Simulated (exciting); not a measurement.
Two BSE runs for the Na K edge of NaF (Villiaumite), space group Fm-3m. Run A: exciting, all-electron LAPW+lo, PBEsol, exchange and screened direct term (singlet BSE), 6×6×6 shifted k points, 12 conduction bands, |G+q| up to 3 bohr⁻¹, full RPA screening with nempty = 31, Lorentzian half width 0.45 eV. Run B differs in one setting: k mesh, kernel cutoff, basis, band set, screening or width.

Energy from the Kohn–Sham onset, core level to the lowest empty state found on the meshes used; one zero for both, scaled to A's maximum:

| E (eV) | A | B |
| --- | --- | --- |
| -6.0 | 0.01 | 0.04 |
| -5.5 | 0.02 | 0.05 |
| -5.0 | 0.02 | 0.06 |
| -4.5 | 0.02 | 0.06 |
| -4.0 | 0.03 | 0.08 |
| -3.5 | 0.03 | 0.09 |
| -3.0 | 0.04 | 0.11 |
| -2.5 | 0.06 | 0.15 |
| -2.0 | 0.09 | 0.19 |
| -1.5 | 0.15 | 0.26 |
| -1.0 | 0.32 | 0.35 |
| -0.5 | 0.63 | 0.45 |
| 0.0 | 0.76 | 0.53 |
| 0.5 | 0.78 | 0.57 |
| 1.0 | 0.78 | 0.58 |
| 1.5 | 0.71 | 0.56 |
| 2.0 | 0.61 | 0.53 |
| 2.5 | 0.51 | 0.49 |
| 3.0 | 0.46 | 0.46 |
| 3.5 | 0.42 | 0.43 |
| 4.0 | 0.39 | 0.41 |
| 4.5 | 0.37 | 0.40 |
| 5.0 | 0.34 | 0.39 |
| 5.5 | 0.30 | 0.40 |
| 6.0 | 0.30 | 0.42 |
| 6.5 | 0.39 | 0.48 |
| 7.0 | 0.63 | 0.56 |
| 7.5 | 0.93 | 0.63 |
| 8.0 | 0.99 | 0.67 |
| 8.5 | 0.89 | 0.65 |
| 9.0 | 0.78 | 0.60 |
| 9.5 | 0.59 | 0.53 |
| 10.0 | 0.45 | 0.45 |
| 10.5 | 0.36 | 0.39 |
| 11.0 | 0.29 | 0.33 |
| 11.5 | 0.23 | 0.29 |
| 12.0 | 0.20 | 0.25 |
| 12.5 | 0.17 | 0.23 |
| 13.0 | 0.15 | 0.21 |
| 13.5 | 0.15 | 0.20 |
| 14.0 | 0.16 | 0.20 |
| 14.5 | 0.16 | 0.21 |
| 15.0 | 0.16 | 0.21 |
| 15.5 | 0.19 | 0.23 |
| 16.0 | 0.24 | 0.26 |
| 16.5 | 0.32 | 0.29 |
| 17.0 | 0.43 | 0.31 |
| 17.5 | 0.42 | 0.32 |
| 18.0 | 0.40 | 0.31 |
| 18.5 | 0.37 | 0.30 |
| 19.0 | 0.32 | 0.27 |
| 19.5 | 0.23 | 0.24 |
| 20.0 | 0.20 | 0.21 |
| 20.5 | 0.17 | 0.18 |
| 21.0 | 0.14 | 0.16 |
| 21.5 | 0.12 | 0.14 |
| 22.0 | 0.11 | 0.13 |
| 22.5 | 0.09 | 0.11 |
| 23.0 | 0.08 | 0.10 |
| 23.5 | 0.07 | 0.09 |

Question: Which is the likeliest?

The half width (eV) from 0.45 to 1.35. Against run A the r.m.s. difference is 25 %. The highest maximum lies at 8.1 eV (0.67), against 7.8 eV (1.00). Only the width of each line changes; the area stays. A table step wider than the lines misses their tops. Other settings could leave a like mark; this is the change that was made.

[Hosts, paths, dates, database ids (printed as entryN), source tags and the programs' standing remarks are cut or masked in the printed files.]
